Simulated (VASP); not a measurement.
Write the native input for VASP 6.6.1 that does the following.

```yaml
Task: relaxation of cell and atoms
Functional: r2SCAN
Potentials_or_basis: VASP PAW PBE potentials, release 64 (Pb_d, Se)
Cutoff: 600 eV
k_mesh: 8 × 8 × 8
Occupations: gaussian, width 0.03 eV
Spin: no spin polarisation
Further_INCAR_settings: ALGO = Normal; EDIFF = 1e-06; IBRION = 2; EDIFFG = -0.01; NSW = 90; ISIF = 3
```

The structure of PbSe (Clausthalite) lies in POSCAR:

```
PbSe
1.0
    0.0000000000      3.0606500000      3.0606500000
    3.0606500000      0.0000000000      3.0606500000
    3.0606500000      3.0606500000      0.0000000000
Pb Se
1 1
Direct
    0.0000000000      0.0000000000      0.0000000000
    0.5000000000      0.5000000000      0.5000000000
```

The input as run:

INCAR

```
SYSTEM = PbSe
ALGO = Normal ; EDIFF = 1E-6
EDIFFG = -0.01 ; ENCUT = 600
IBRION = 2 ; ISIF = 3
ISMEAR = 0 ; LASPH = .True.
LCHARG = .False. ; LMIXTAU = .True.
LREAL = .False. ; LWAVE = .False.
METAGGA = R2SCAN ; NELM = 80
NSW = 90 ; PREC = Accurate
SIGMA = 0.03
```

KPOINTS

```
k-points
0
Gamma
  8 8 8
  0 0 0
```

Potentials or basis: VASP PAW PBE potentials, release 64 (Pb_d, Se).

The run is started by

```bash
$ cat potpaw_PBE.64/Pb_d/POTCAR potpaw_PBE.64/Se/POTCAR > POTCAR
$ mpirun -np 1 vasp_std > vasp.out
```

It gave:

```yaml
Relaxed_volume: 29.48 Å³/atom
Relaxed_cell: a = 4.369 Å, b = 4.369 Å, c = 4.369 Å, α = 60.00°, β = 60.00°, γ = 60.00°
Space_group_after_relaxing_to_0.05_Å: Fm-3m (No. 225)
Energy_gained_by_relaxing: 3.8 meV/atom
Ionic_steps: 3
Pressure_after_relaxing: 0.0 GPa
Band_gap_on_the_k_mesh: 0.67 eV, direct
```

Caveat: the PAW data sets were made with another functional, which shifts forces and pressure a little; spin-orbit coupling is left out, which as a rule narrows the gap of such compounds by several tenths of an eV.

Wall time 2.2 min on 1 thread of Intel(R) Xeon(R) 6975P-C (Granite Rapids), on a shared host, peak memory 0.25 GiB.
